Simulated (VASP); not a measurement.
Here is a VASP 6.6.1 calculation.

The input INCAR:

```
PREC = Accurate ; ENCUT = 600
EDIFF = 1E-7 ; ISMEAR = 1
SIGMA = 0.1 ; LREAL = False
LASPH = True ; NELM = 80
ALGO = Fast ; ISIF = 2
LWAVE = False ; LCHARG = False
GGA = PS ; IBRION = 2
NSW = 40 ; EDIFFG = -0.01
```

File KPOINTS:

```
Automatic mesh
0
Gamma
  14 14 14
```

The input POSCAR:

```
TaC                                     
1.0
    0.0000000000      2.2650873328      2.2650873328
    2.2650873328      0.0000000000      2.2650873328
    2.2650873328      2.2650873328      0.0000000000
  Ta              C             
     1     1
Direct
     0.0000000000000000    0.0000000000000000    0.0000000000000000
     0.5000000000000000    0.5000000000000000    0.5000000000000000
```

Potentials or basis: VASP PAW PBE potentials, release 64 (Ta_pv, C).

Run with:

```bash
$ cat potpaw_PBE.64/Ta_pv/POTCAR potpaw_PBE.64/C/POTCAR > POTCAR
$ mpirun -np 1 vasp_std > vasp.out
```

Task: Estimate the band gap on the k mesh.

Result: None (metal or under the smearing width).

Final structure:
```
Ta C
1.0
     0.00000    2.26509    2.26509
     2.26509    0.00000    2.26509
     2.26509    2.26509    0.00000
Ta C
1 1
Direct
  0.00000 0.00000 0.00000
  0.50000 0.50000 0.50000
```

Caveat: the relaxation stopped at its first step, so nothing moved. The run has no spin-orbit coupling, so splittings on Ta are missing.
